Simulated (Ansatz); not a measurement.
**Dielectric response of LiH (110) films**

Aim: the electronic and static ε of rocksalt LiH (110) from films of three thicknesses in a field.

Program: Ansatz 0.2.0. Level of theory: plane-wave DFT, PBEsol, Ansatz PAW. Results are calculated unless marked as measured.

Report form: the programs' logs are mostly left out.

**1. Set-up**

The cell holds 10 atoms: 5 Li and 5 H. Cell: a = 2.885 Å, b = 4.080 Å, c = 23.770 Å, α = 90.0°, β = 90.0°, γ = 90.0°. It derives from LiH (rocksalt LiH). Vacuum lies along c.

**2. Relaxation, 10 atoms, units 5**

The structure is relaxed first, because levels and dipoles at a surface follow the positions of the outer atoms.

Contents of input.yaml:

```yaml
crystal:
  lattice:
    - [2.88499567, 0.0, 0.0]
    - [0.0, 4.08, 0.0]
    - [0.0, 0.0, 23.7699913345]
  atoms:
    - { symbol: Li, position: [0.5, 0.5, 0.3786286614] }
    - { symbol: H, position: [0.5, 0.0, 0.3786286614] }
    - { symbol: Li, position: [0.0, 0.0, 0.4393143307] }
    - { symbol: H, position: [0.0, 0.5, 0.4393143307] }
    - { symbol: Li, position: [0.5, 0.5, 0.5] }
    - { symbol: H, position: [0.5, 0.0, 0.5] }
    - { symbol: Li, position: [0.0, 0.0, 0.5606856693] }
    - { symbol: H, position: [0.0, 0.5, 0.5606856693] }
    - { symbol: Li, position: [0.5, 0.5, 0.6213713386] }
    - { symbol: H, position: [0.5, 0.0, 0.6213713386] }
kpoints:
  mp_grid: { grid: [10, 6, 1] }
hamiltonian:
  xc: pbesol
scf:
  occupations: { method: fixed }
  convergence: { dr2_threshold: 1.0e-09 }
efield:
  axis: 3
  dipole_correction: true
  ramp_position: 0.97
  ramp_width: 0.06
relax:
  f_tol: 0.003
  max_steps: 100
output:
  write_potential: true
  write_density: true
  volumetric_format: npy
```

Launch:

```
ansatz run input.yaml --threads 4 --pin off --max-ram 6144MiB --backend cpu --events-out ev --progress --plain --runs-dir out
```

Run time: 11 s. Hardware: 4 threads of Arm Neoverse V1, shared host; peak memory 0.5 GiB.

Relaxation path:

| step | energy less that of the first step (eV) | largest force component (eV/Å) |
| --- | --- | --- |
| 1 | 0.0000 | 0.5008 |
| 2 | -0.1111 | 0.2230 |
| 3 | -0.1262 | 0.1250 |
| 4 | -0.1322 | 0.0118 |
| 5 | -0.1323 | 0.0011 |

The run keeps the 4 symmetry operations that it works with, so distortions that break them were not tested.

The atoms that moved most (Å):

| atom | dx | dy | dz | length |
| --- | --- | --- | --- | --- |
| Li9 | 0.000 | 0.000 | -0.218 | 0.218 |
| Li1 | 0.000 | 0.000 | 0.218 | 0.218 |
| H2 | 0.000 | 0.000 | 0.123 | 0.123 |
| H10 | 0.000 | 0.000 | -0.123 | 0.123 |
| Li7 | 0.000 | 0.000 | 0.036 | 0.036 |
| Li3 | 0.000 | 0.000 | -0.036 | 0.036 |
| H4 | 0.000 | 0.000 | 0.009 | 0.009 |
| H8 | 0.000 | 0.000 | -0.009 | 0.009 |

This step gave:

```
gap on the k-mesh             : 2.750 eV
dipole along the normal       : -2.27e-7 e·Å
ionisation energy, upper face : 4.093 eV
electron affinity, upper face : 1.343 eV
```

Running mean over 1.442 Å of the planar mean; the ramp of the sawtooth is left out. The electron's electrostatic potential energy less the highest filled level by z:

z (Å), electron's electrostatic potential energy less the highest filled level (eV) and a bar from the least value:
```
      3.0       4.09 ##############################
      3.5       4.09 ##############################
      4.0       4.09 ##############################
      4.5       4.09 ##############################
      5.0       4.09 ##############################
      5.5       4.09 ##############################
      6.0       4.09 ##############################
      6.5       4.07 ##############################
      7.0       4.03 ##############################
      7.5       3.85 #############################
      8.0       3.25 #########################
      8.5       1.38 ###############
      9.0      -0.29 ######
      9.5      -1.18 #
     10.0      -1.35 #
     10.5      -0.80 ####
     11.0      -0.57 #####
     11.5      -0.55 #####
     12.0      -0.56 #####
     12.5      -0.54 #####
     13.0      -0.64 ####
     13.5      -1.03 ##
     14.0      -1.45 
     14.5      -0.80 ####
     15.0       0.30 #########
     15.5       2.39 #####################
     16.0       3.62 ###########################
     16.5       3.96 #############################
     17.0       4.06 ##############################
     17.5       4.08 ##############################
     18.0       4.09 ##############################
     18.5       4.09 ##############################
     19.0       4.09 ##############################
     19.5       4.09 ##############################
     20.0       4.09 ##############################
     20.5       4.09 ##############################
```

The relaxation took 5 steps and lowered the energy by 0.13 eV; the largest force on the free atoms ends at 0.0011 eV/Å.

The gap is 2.75 eV, with the valence edge 4.09 eV and the conduction edge 1.34 eV under the upper vacuum level.

**3. Single point on the relaxed film, 10 atoms, units 5**

The film was relaxed beforehand; a single point on the relaxed positions gives its levels and potential.

input.yaml, the sections that differ from step 2:

```yaml
crystal:
  lattice:
    - [2.88499567, 0.0, 0.0]
    - [0.0, 4.08, 0.0]
    - [0.0, 0.0, 23.7699913345]
  atoms:
    - { symbol: Li, position: [0.5, 0.5, 0.3878053576] }
    - { symbol: H, position: [0.5, 0.0, 0.3838132836] }
    - { symbol: Li, position: [0.0, 0.0, 0.4378057008] }
    - { symbol: H, position: [0.0, 0.5, 0.4396982708] }
    - { symbol: Li, position: [0.5, 0.5, 0.4999999964] }
    - { symbol: H, position: [0.5, 0.0, 0.500000001] }
    - { symbol: Li, position: [0.0, 0.0, 0.5621943034] }
    - { symbol: H, position: [0.0, 0.5, 0.5603017325] }
    - { symbol: Li, position: [0.5, 0.5, 0.6121946374] }
    - { symbol: H, position: [0.5, 0.0, 0.6161867165] }
output:
  eigenvalues: true
  write_potential: true
  write_density: true
  volumetric_format: npy
# kpoints, hamiltonian, scf, efield: as in step 2
# relax: removed
```

The job ended after 4.6 s (4 threads; peak memory 0.52 GiB; 18 s of CPU time).

Numbers from this step:

```yaml
dipole_along_the_normal: -5.93e-8 e·Å
```

Running mean over 1.442 Å of the planar mean; the ramp of the sawtooth is left out. The electron's electrostatic potential energy less the highest filled level by z:

| z (Å) | electron's electrostatic potential energy less the highest filled level (eV) |
| --- | --- |
| 3.0 | 4.09 |
| 3.5 | 4.09 |
| 4.0 | 4.09 |
| 4.5 | 4.09 |
| 5.0 | 4.09 |
| 5.5 | 4.09 |
| 6.0 | 4.09 |
| 6.5 | 4.07 |
| 7.0 | 4.03 |
| 7.5 | 3.85 |
| 8.0 | 3.25 |
| 8.5 | 1.38 |
| 9.0 | -0.292 |
| 9.5 | -1.18 |
| 10.0 | -1.35 |
| 10.5 | -0.797 |
| 11.0 | -0.569 |
| 11.5 | -0.546 |
| 12.0 | -0.565 |
| 12.5 | -0.541 |
| 13.0 | -0.639 |
| 13.5 | -1.03 |
| 14.0 | -1.45 |
| 14.5 | -0.799 |
| 15.0 | 0.302 |
| 15.5 | 2.39 |
| 16.0 | 3.62 |
| 16.5 | 3.96 |
| 17.0 | 4.06 |
| 17.5 | 4.08 |
| 18.0 | 4.09 |
| 18.5 | 4.09 |
| 19.0 | 4.09 |
| 19.5 | 4.09 |
| 20.0 | 4.09 |
| 20.5 | 4.09 |

The gap is 2.75 eV, with the valence edge 4.09 eV and the conduction edge 1.34 eV under the upper vacuum level.

**4. Atoms held, 10 atoms, units 5, field 0.05 V/Å**

A sawtooth potential applies the field, turning back in the middle of the vacuum. With the dipole correction the typed value is the field outside the slab. The induced dipole is small, so the SCF threshold is tight.

Changes to input.yaml since step 3:

```diff
@@ -22,3 +22,3 @@
   occupations: { method: fixed }
-  convergence: { dr2_threshold: 1.0e-09 }
+  convergence: { dr2_threshold: 1.0e-10 }
 efield:
@@ -28,4 +28,4 @@
   ramp_width: 0.06
+  amplitude: 0.05
 output:
-  eigenvalues: true
   write_potential: true
```

The job ended after 4.7 s (4 threads; peak memory 0.51 GiB).

Numbers from this step:

| Item | Value |
| --- | --- |
| dipole along the normal | 0.02020 e·Å |

The dipole is 0.0202 e·Å, and the gap on the mesh 2.750 eV.

**5. Single point, 10 atoms, units 5, field -0.05 V/Å**

Changes to input.yaml since step 4:

```diff
@@ -28,3 +28,3 @@
   ramp_width: 0.06
-  amplitude: 0.05
+  amplitude: -0.05
 output:
```

Run time: 4.6 s. Hardware: 4 threads; peak memory 0.51 GiB; 18 s of CPU time.

The dipole is -0.0202 e·Å, and the gap on the mesh 2.750 eV.

**6. Response with the atoms held, 10 atoms, units 5**

This step: plane-wave DFT, PBEsol, Ansatz PAW; response to a field along the normal, atoms held (Ansatz 0.2.0).

The two fields give this film's response with the atoms held: the electronic part.

This step gave:

```yaml
equivalent_conductor_thickness_p_eps_0ae: 6.212 Å
distance_between_the_outer_atoms: 5.524 Å
thickness: 7.213 Å
```

Local field over the applied field, running mean. From the potentials at -0.05 and 0.05 V/Å; running mean over 1.442 Å, taken twice. The local field over applied field by z:

| z (Å) | local field over applied field |
| --- | --- |
| 4.16 | 1.000 |
| 4.61 | 0.999 |
| 5.05 | 0.997 |
| 5.35 | 0.995 |
| 5.79 | 0.988 |
| 6.24 | 0.972 |
| 6.69 | 0.938 |
| 7.13 | 0.873 |
| 7.43 | 0.805 |
| 7.87 | 0.664 |
| 8.32 | 0.493 |
| 8.77 | 0.336 |
| 9.21 | 0.231 |
| 9.66 | 0.193 |
| 9.95 | 0.196 |
| 10.40 | 0.216 |
| 10.85 | 0.230 |
| 11.29 | 0.229 |
| 11.74 | 0.225 |
| 12.03 | 0.225 |
| 12.48 | 0.229 |
| 12.92 | 0.230 |
| 13.37 | 0.216 |
| 13.82 | 0.196 |
| 14.11 | 0.193 |
| 14.56 | 0.231 |
| 15.00 | 0.336 |
| 15.45 | 0.493 |
| 15.90 | 0.664 |
| 16.34 | 0.805 |
| 16.64 | 0.873 |
| 17.08 | 0.938 |
| 17.53 | 0.972 |
| 17.98 | 0.988 |
| 18.42 | 0.995 |
| 18.72 | 0.997 |
| 19.16 | 0.999 |
| 19.61 | 1.000 |

Electrons, planar mean, per unit field. Table of induced electron density by z:

z (Å), induced electron density (e/Å³ per V/Å) and a bar from the least value:
```
     4.16    0.00000 ###############
     4.61    0.00001 ###############
     5.05    0.00002 ###############
     5.35    0.00003 ###############
     5.79    0.00007 ###############
     6.24    0.00017 ################
     6.69    0.00038 #################
     7.13    0.00082 ###################
     7.43    0.00130 #####################
     7.87    0.00228 ##########################
     8.32    0.00306 ##############################
     8.77    0.00265 ############################
     9.21    0.00035 #################
     9.66   -0.00083 ###########
     9.95   -0.00046 #############
    10.40   -0.00036 #############
    10.85   -0.00034 #############
    11.29    0.00062 ##################
    11.74    0.00058 ##################
    12.03   -0.00058 ############
    12.48   -0.00062 ############
    12.92    0.00034 #################
    13.37    0.00036 #################
    13.82    0.00046 #################
    14.11    0.00083 ###################
    14.56   -0.00035 #############
    15.00   -0.00265 ##
    15.45   -0.00306 
    15.90   -0.00228 ####
    16.34   -0.00130 #########
    16.64   -0.00082 ###########
    17.08   -0.00038 #############
    17.53   -0.00017 ##############
    17.98   -0.00007 ###############
    18.42   -0.00003 ###############
    18.72   -0.00002 ###############
    19.16   -0.00001 ###############
    19.61    0.00000 ###############
```

By hand: between -0.05 and 0.05 V/Å the dipole changes by 0.04041 e·Å, a slope of 0.4041 e·Å²/V. A perfect conductor of thickness t has p = ε₀AEt, so t = 180.95 × 0.4041 / 11.771 = 6.21 Å (e/ε₀ = 180.95 V·Å, A in Å²).

The induced dipole is that of a conductor 6.21 Å thick.

**7. Field on, atoms free, 10 atoms, field 0.05 V/Å**

This step: plane-wave DFT, PBEsol, Ansatz PAW (Ansatz 0.2.0).

Now the atoms may follow the field. A weak field makes forces of meV/Å to tens of meV/Å, so the force tolerance is set well below the usual one.

Changes to input.yaml since step 5:

```diff
@@ -28,3 +28,6 @@
   ramp_width: 0.06
-  amplitude: -0.05
+  amplitude: 0.05
+relax:
+  f_tol: 0.0006
+  max_steps: 70
 output:
```

It took 11 s on 4 threads; peak memory 0.48 GiB.

No atom moved by 0.005 Å in the relaxation.

Numbers from this step:

```
dipole along the normal : 0.02501 e·Å
```

The relaxation took 5 steps and lowered the energy by 1.2e-4 eV; the largest force on the free atoms ends at 7.3e-5 eV/Å.

The dipole is 0.0250 e·Å, and the gap on the mesh 2.750 eV.

**8. Relaxing in the field, 10 atoms, field -0.05 V/Å**

The opposite sign, again from the field-free geometry; the difference of the two cancels what relaxes without a field.

Changes to input.yaml since step 7:

```diff
@@ -28,3 +28,3 @@
   ramp_width: 0.06
-  amplitude: 0.05
+  amplitude: -0.05
 relax:
```

The job ended after 11 s (4 threads; peak memory 0.48 GiB; 43 s of CPU time).

Hardly anything moved in the relaxation; the energy changed by under 0.2 meV an atom.

The relaxation took 5 steps and lowered the energy by 1.2e-4 eV; the largest force on the free atoms ends at 7.3e-5 eV/Å.

The dipole is -0.0250 e·Å, and the gap on the mesh 2.750 eV.

**9. Response with the atoms relaxed, 10 atoms, units 5**

This step: plane-wave DFT, PBEsol, Ansatz PAW; response to a field along the normal, atoms relaxed (Ansatz 0.2.0).

The two relaxed runs give the static response.

This step gave:

| Property | Result |
| --- | --- |
| equivalent conductor thickness p/(ε₀AE) | 7.689 Å |

Local field over the applied field, running mean. From the potentials at -0.05 and 0.05 V/Å; running mean over 1.442 Å, taken twice. Local field over applied field against z:

z (Å), local field over applied field and a bar from the least value:
```
      4.5      0.999 ##############################
      5.0      0.998 ##############################
      5.5      0.994 ##############################
      6.0      0.984 ##############################
      6.5      0.958 #############################
      7.0      0.896 ###########################
      7.5      0.760 ########################
      8.0      0.537 ##################
      8.5      0.208 #########
      9.0     -0.026 ###
      9.5     -0.119 
     10.0      0.060 #####
     10.5      0.161 ########
     11.0      0.168 ########
     11.5      0.006 ###
     12.0     -0.016 ###
     12.5      0.076 #####
     13.0      0.189 ########
     13.5      0.132 #######
     14.0     -0.036 ##
     14.5     -0.097 #
     15.0      0.051 #####
     15.5      0.364 #############
     16.0      0.646 #####################
     16.5      0.840 ##########################
     17.0      0.931 ############################
     17.5      0.973 #############################
     18.0      0.990 ##############################
     18.5      0.996 ##############################
     19.0      0.999 ##############################
     19.5      1.000 ##############################
```

The induced dipole is that of a conductor 7.69 Å thick.

**10. Relaxation, 16 atoms, units 8**

This step: plane-wave DFT, PBEsol, Ansatz PAW (Ansatz 0.2.0).

System of this step: LiH (110), 8 units. The cell holds 16 atoms: 8 Li and 8 H. Cell: a = 2.885 Å, b = 4.080 Å, c = 28.097 Å, α = 90.0°, β = 90.0°, γ = 90.0°. It derives from LiH (rocksalt LiH). Vacuum lies along c.

The next thickness, treated alike, so that differences show the interior and the faces cancel.

Contents of input.yaml:

```yaml
crystal:
  lattice:
    - [2.88499567, 0.0, 0.0]
    - [0.0, 4.08, 0.0]
    - [0.0, 0.0, 28.0974848353]
  atoms:
    - { symbol: Li, position: [0.5, 0.5, 0.320313368] }
    - { symbol: H, position: [0.5, 0.0, 0.320313368] }
    - { symbol: Li, position: [0.0, 0.0, 0.3716524057] }
    - { symbol: H, position: [0.0, 0.5, 0.3716524057] }
    - { symbol: Li, position: [0.5, 0.5, 0.4229914434] }
    - { symbol: H, position: [0.5, 0.0, 0.4229914434] }
    - { symbol: Li, position: [0.0, 0.0, 0.4743304811] }
    - { symbol: H, position: [0.0, 0.5, 0.4743304811] }
    - { symbol: Li, position: [0.5, 0.5, 0.5256695189] }
    - { symbol: H, position: [0.5, 0.0, 0.5256695189] }
    - { symbol: Li, position: [0.0, 0.0, 0.5770085566] }
    - { symbol: H, position: [0.0, 0.5, 0.5770085566] }
    - { symbol: Li, position: [0.5, 0.5, 0.6283475943] }
    - { symbol: H, position: [0.5, 0.0, 0.6283475943] }
    - { symbol: Li, position: [0.0, 0.0, 0.679686632] }
    - { symbol: H, position: [0.0, 0.5, 0.679686632] }
kpoints:
  mp_grid: { grid: [10, 6, 1] }
hamiltonian:
  xc: pbesol
scf:
  occupations: { method: fixed }
  convergence: { dr2_threshold: 1.0e-09 }
efield:
  axis: 3
  dipole_correction: true
  ramp_position: 0.97
  ramp_width: 0.06
relax:
  f_tol: 0.003
  max_steps: 100
output:
  write_potential: true
  write_density: true
  volumetric_format: npy
```

Elapsed: 20 s, on 4 threads; peak memory 0.66 GiB; 78 s of CPU time.

Step by step:

| step | energy less that of the first step (eV) | largest force component (eV/Å) |
| --- | --- | --- |
| 1 | 0.0000 | 0.5042 |
| 2 | -0.1197 | 0.2260 |
| 3 | -0.1524 | 0.1066 |
| 4 | -0.1580 | 0.0115 |
| 5 | -0.1581 | 0.0028 |

Forces are held to the 4 operations that the run works with; a distortion that breaks them can't arise in this run.

The atoms that moved most (Å):

| atom | dx | dy | dz | length |
| --- | --- | --- | --- | --- |
| Li1 | 0.000 | 0.000 | 0.286 | 0.286 |
| Li15 | 0.000 | 0.000 | -0.286 | 0.286 |
| H16 | 0.000 | 0.000 | -0.184 | 0.184 |
| H2 | 0.000 | 0.000 | 0.184 | 0.184 |
| Li5 | 0.000 | 0.000 | 0.096 | 0.096 |
| Li11 | 0.000 | 0.000 | -0.096 | 0.096 |
| H6 | 0.000 | 0.000 | 0.066 | 0.066 |
| H12 | 0.000 | 0.000 | -0.066 | 0.066 |

The relaxation took 5 steps and lowered the energy by 0.16 eV; the largest force on the free atoms ends at 0.0028 eV/Å.

The gap is 2.81 eV, with the valence edge 4.40 eV and the conduction edge 1.59 eV under the upper vacuum level.

**11. Single point on the relaxed film, 16 atoms, units 8**

Contents of input.yaml:

```yaml
crystal:
  lattice:
    - [2.88499567, 0.0, 0.0]
    - [0.0, 4.08, 0.0]
    - [0.0, 0.0, 28.0974848353]
  atoms:
    - { symbol: Li, position: [0.5, 0.5, 0.3304981824] }
    - { symbol: H, position: [0.5, 0.0, 0.3268661077] }
    - { symbol: Li, position: [0.0, 0.0, 0.371867773] }
    - { symbol: H, position: [0.0, 0.5, 0.3739379633] }
    - { symbol: Li, position: [0.5, 0.5, 0.4263904776] }
    - { symbol: H, position: [0.5, 0.0, 0.42534634] }
    - { symbol: Li, position: [0.0, 0.0, 0.4742330956] }
    - { symbol: H, position: [0.0, 0.5, 0.4748372323] }
    - { symbol: Li, position: [0.5, 0.5, 0.525766905] }
    - { symbol: H, position: [0.5, 0.0, 0.5251627681] }
    - { symbol: Li, position: [0.0, 0.0, 0.5736095234] }
    - { symbol: H, position: [0.0, 0.5, 0.5746536605] }
    - { symbol: Li, position: [0.5, 0.5, 0.628132226] }
    - { symbol: H, position: [0.5, 0.0, 0.626062035] }
    - { symbol: Li, position: [0.0, 0.0, 0.6695018181] }
    - { symbol: H, position: [0.0, 0.5, 0.6731338918] }
kpoints:
  mp_grid: { grid: [10, 6, 1] }
hamiltonian:
  xc: pbesol
scf:
  occupations: { method: fixed }
  convergence: { dr2_threshold: 1.0e-09 }
efield:
  axis: 3
  dipole_correction: true
  ramp_position: 0.97
  ramp_width: 0.06
output:
  eigenvalues: true
  write_potential: true
  write_density: true
  volumetric_format: npy
  elf: true
```

It took 7.6 s on 4 threads; peak memory 0.72 GiB; 29 s of CPU time.

The gap is 2.81 eV, with the valence edge 4.40 eV and the conduction edge 1.59 eV under the upper vacuum level.

**12. Single point, 16 atoms, units 8, field 0.05 V/Å**

Changes to input.yaml since step 11:

```diff
@@ -28,3 +28,3 @@
   occupations: { method: fixed }
-  convergence: { dr2_threshold: 1.0e-09 }
+  convergence: { dr2_threshold: 1.0e-10 }
 efield:
@@ -34,4 +34,4 @@
   ramp_width: 0.06
+  amplitude: 0.05
 output:
-  eigenvalues: true
   write_potential: true
@@ -39,2 +39 @@
   volumetric_format: npy
-  elf: true
```

The job ended after 8.6 s (4 threads; peak memory 0.71 GiB).

The dipole is 0.0308 e·Å, and the gap on the mesh 2.805 eV.

**13. Atoms held, 16 atoms, units 8, field -0.05 V/Å**

Changes to input.yaml since step 12:

```diff
@@ -34,3 +34,3 @@
   ramp_width: 0.06
-  amplitude: 0.05
+  amplitude: -0.05
 output:
```

Wall time 8.5 s (4 threads); peak memory 0.71 GiB.

The dipole is -0.0308 e·Å, and the gap on the mesh 2.805 eV.

(Part 1 of 2 ends here.)

[Logs are printed without paths, hosts, clocks, repeated set-up lines and the standing remarks that a program may print on its own settings, such as how far it seeks lower states.]

[Hosts, paths, dates, database ids (printed as entryN), source tags and the programs' standing remarks are cut or masked in the printed files.]

[Maps of the electrostatic potential energy from Ansatz leave out the sawtooth potential of an applied field or a dipole correction, so their vacuum need not be flat; planar profiles and work functions include it.]
